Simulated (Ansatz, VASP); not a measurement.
## Se: VASP beside Ansatz

```
Se
1.0
     4.35517    0.00000    0.00000
    -2.17758    3.77169    0.00000
     0.00000    0.00000    4.94945
Se
3
Direct
  0.21700 0.00000 0.16667
  0.00000 0.21700 0.83333
  0.78300 0.78300 0.50000
```

Alike in both runs: task electric field gradients; functional PBE; k mesh 8 × 8 × 6; occupations fermi-dirac, width 0.03 eV; no spin polarisation.

```csv
,VASP,Ansatz
version,VASP 6.6.1,Ansatz 0.2.0
potentials or method,"VASP PAW PBE potentials, release 64 (Se), cutoff 520 eV","all-electron PAW with datasets made for the crystal, scalar-relativistic"
```

|  | VASP | Ansatz | Ansatz less VASP |
| --- | --- | --- | --- |
| gap on the k mesh at the Fermi level (eV) | 1.10 | 1.12 | +0.026 |
| pressure (GPa) | 5.7 | 5.5 | -0.19 |
| largest component of the traceless stress (GPa) | 1.91 | 1.83 | -0.082 |
| rms of the force components (eV/Å) | 0.686 | 0.657 | -0.0290 |
| Vzz of the field gradient on the site that differs most (V/Å²) | -493.1 | -515.2 | -22.06 |

Atom by atom the forces differ by 0.029 eV/Å (rms over components). Ansatz ran all-electron here, so the differences hold the error of VASP's frozen core and of both bases.

Caveats: forces of over 1 eV/Å show positions far from the minimum, so gaps and moduli don't describe the material at rest. As with any semilocal functional, this PBE gap is likely too small. A k mesh can miss the band edges.
